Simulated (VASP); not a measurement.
## From an Ansatz input to VASP: SnO (database structure)

Ansatz input

```yaml
crystal:
  lattice:
    - [3.7925880617, 0.0, 0.0]
    - [0.0, 3.7925880617, 0.0]
    - [0.0, 0.0, 4.7583872278]
  atoms:
    - { symbol: Sn, position: [0.0, 0.5, 0.2410331232] }
    - { symbol: Sn, position: [0.5, 0.0, 0.7589668768] }
    - { symbol: O, position: [0.5, 0.5, 0.0] }
    - { symbol: O, position: [0.0, 0.0, 0.0] }
kpoints:
  mp_grid: { grid: [6, 6, 6] }
  band_path:
    path:
      - [0.0, 0.0, 0.0]
      - [0.0, 0.5, 0.0]
      - [0.5, 0.5, 0.0]
      - [0.0, 0.0, 0.5]
      - [0.0, 0.5, 0.5]
      - [0.5, 0.5, 0.5]
      - [-0.057292, -0.057292, 0.0]
    npoints: 1
hamiltonian:
  xc: pbe
scf:
  occupations: { method: fermi_dirac, width: 0.02 }
  n_extra_bands: 5
output:
  forces: true
  stress: true
  eigenvalues: true
```

Task: Which VASP files do the same job?

Result: 

INCAR

```
LWAVE = .FALSE.
GGA = PE
LCHARG = .TRUE.
NBANDS = 28
LREAL = .FALSE.
IBRION = -1
PREC = Accurate
EDIFF = 1E-7
LASPH = .TRUE.
ISMEAR = -1
LELF = .TRUE.
NELM = 120
SIGMA = 0.02
ENCUT = 520
NSW = 0
ISIF = 2
```

KPOINTS

```
KPOINTS created by Atomic Simulation Environment
0
Gamma
6 6 6
0 0 0
```

KPOINTS_OPT

```
special points
7
Reciprocal
0.0000000000 0.0000000000 0.0000000000 1
0.0000000000 0.5000000000 0.0000000000 1
0.5000000000 0.5000000000 0.0000000000 1
0.0000000000 0.0000000000 0.5000000000 1
0.0000000000 0.5000000000 0.5000000000 1
0.5000000000 0.5000000000 0.5000000000 1
-0.0572920000 -0.0572920000 0.0000000000 1
```

POSCAR

```
Sn O
 1.0000000000000000
     3.7925880616946528    0.0000000000000000    0.0000000000000000
     0.0000000000000000    3.7925880616946528    0.0000000000000000
     0.0000000000000000    0.0000000000000000    4.7583872278309158
 Sn  O
   2   2
Cartesian
  0.0000000000000000  1.8962940308473264  1.1469289350624805
  1.8962940308473264  0.0000000000000000  3.6114582927684351
  1.8962940308473264  1.8962940308473264  0.0000000000000000
  0.0000000000000000  0.0000000000000000 -0.0000000000000000
```

VASP ran with the recommended PBE PAW datasets (40 valence electrons in the cell). Other inputs would serve too.

|  | Ansatz | VASP |
| --- | --- | --- |
| gap between bands v and c | -0.08 eV (bands overlap: a metal) | -0.07 eV (bands overlap: a metal) |
| least direct gap | 1.88 eV | 1.87 eV |
| pressure | 5.4 GPa | 5.6 GPa |
| largest force | 0.50 eV/Å | 0.58 eV/Å |

Datasets and cutoffs are each program's own. VASP's cell holds 40 valence electrons and Ansatz's 40. Ansatz's stress includes a Pulay correction; VASP's doesn't.
